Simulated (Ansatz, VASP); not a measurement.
**One calculation of Zr, two programs**

The input INCAR:

```
PREC = Accurate ; ENCUT = 520
EDIFF = 1E-6 ; ISMEAR = 0
SIGMA = 0.1 ; LREAL = False
LASPH = True ; NELM = 60
ALGO = Normal ; ISIF = 2
LWAVE = False ; LCHARG = True
GGA = PS ; LELF = True
LVHAR = True ; NBANDS = 12
```

Contents of KPOINTS:

```
regular mesh
0
Gamma
  8 8 8
```

File POSCAR:

```
Zr
1.0
    0.0000000000      2.2229131116      2.2229131116
    2.2229131116      0.0000000000      2.2229131116
    2.2229131116      2.2229131116      0.0000000000
Zr
1
Direct
    0.0000000000      0.0000000000      0.0000000000
```

Input for Ansatz:

```yaml
crystal:
  lattice:
    - [0.0, 2.2229131116, 2.2229131116]
    - [2.2229131116, 0.0, 2.2229131116]
    - [2.2229131116, 2.2229131116, 0.0]
  atoms:
    - { symbol: Zr, position: [0.0, 0.0, 0.0] }
basis:
  ecutwfc: 420
kpoints:
  mp_grid: { grid: [8, 8, 8] }
hamiltonian:
  xc: pbesol
scf:
  occupations: { method: gaussian, width: 0.1 }
output:
  forces: true
  stress: true
  eigenvalues: true
```

Alike in both runs: task single point; functional PBEsol; k mesh 8 × 8 × 8; occupations gaussian, width 0.1 eV; no spin polarisation.

|  | VASP | Ansatz |
| --- | --- | --- |
| version | VASP 6.6.1 | Ansatz 0.2.0 |
| potentials or method | VASP PAW PBE potentials, release 64 (Zr_sv) | scalar-relativistic, plane waves, PAW |
| plane-wave cutoff (eV) | 520 | 420 |
| valence electrons in the cell | 12 | 12 |

VASP gave:

- gap on the k mesh at the Fermi level (eV): none
- pressure (GPa): 1.0

Question: Estimate Ansatz's values.

Answer: gap on the k mesh at the Fermi level (eV): none; pressure (GPa): 0.9.

A gap of «none» marks a metal or a gap that the smearing closes. The functional is the same, so the differences come from potentials, cutoffs and numerics.

Caveats: the PAW data sets were made with another functional, which shifts forces and pressure a little (VASP).
